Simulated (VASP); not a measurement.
Write the native input for VASP 6.6.1 that does the following.

```yaml
Task: single point
Functional: PBE
Potentials_or_basis: VASP PAW PBE potentials, release 64 (Zn, Cu, Sn_d, S)
Cutoff: 520 eV
k_mesh: 6 × 6 × 6
Occupations: gaussian, width 0.01 eV
Spin: no spin polarisation
Dipole_correction: no
Further_INCAR_settings: ALGO = Fast; EDIFF = 1e-06; NBANDS = 46
```

The structure of ZnCu2SnS4 lies in POSCAR:

```
ZnCu2SnS4
1.0
   -2.7070239587      2.7070239587      5.4111010195
    2.7070239587     -2.7070239587      5.4111010195
    2.7070239587      2.7070239587     -5.4111010195
Zn Cu Sn S
1 2 1 4
Direct
    0.2500000000      0.7500000000      0.5000000000
    0.0000000000      0.0000000000      0.0000000000
    0.7500000000      0.2500000000      0.5000000000
    0.5000000000      0.5000000000      0.0000000000
    0.3713035279      0.8934250782      1.0064641433
    0.1065749218      0.1130390651      0.4778784497
    0.8869609349      0.3648393847     -0.0064641433
    0.6351606153      0.6286964721      0.5221215503
```

The input as run:

INCAR

```
  PREC = Accurate
  ENCUT = 520
  EDIFF = 1E-6
  ISMEAR = 0
  SIGMA = 0.01
  LREAL = F
  LASPH = T
  NELM = 100
  ALGO = Fast
  ISIF = 2
  LWAVE = F
  LCHARG = F
  GGA = PE
  NBANDS = 46
```

KPOINTS

```
Automatic mesh
0
Gamma
  6 6 6
```

Potentials or basis: VASP PAW PBE potentials, release 64 (Zn, Cu, Sn_d, S).

Command:

```console
$ cat potpaw_PBE.64/Zn/POTCAR potpaw_PBE.64/Cu/POTCAR potpaw_PBE.64/Sn_d/POTCAR potpaw_PBE.64/S/POTCAR > POTCAR
$ mpirun -np 1 vasp_std > vasp.out
```

Results of the run:

The pressure is 2.4 GPa. The largest force is 0.136 eV/Å. The band gap on the k mesh is 0.21 eV, direct.

Caveat: spin-orbit coupling is left out, which moves the levels of the heavy elements.

Run time: 12 min on 1 thread of Intel(R) Xeon(R) Platinum 8488C (Sapphire Rapids) (shared host), peak memory 0.51 GiB.
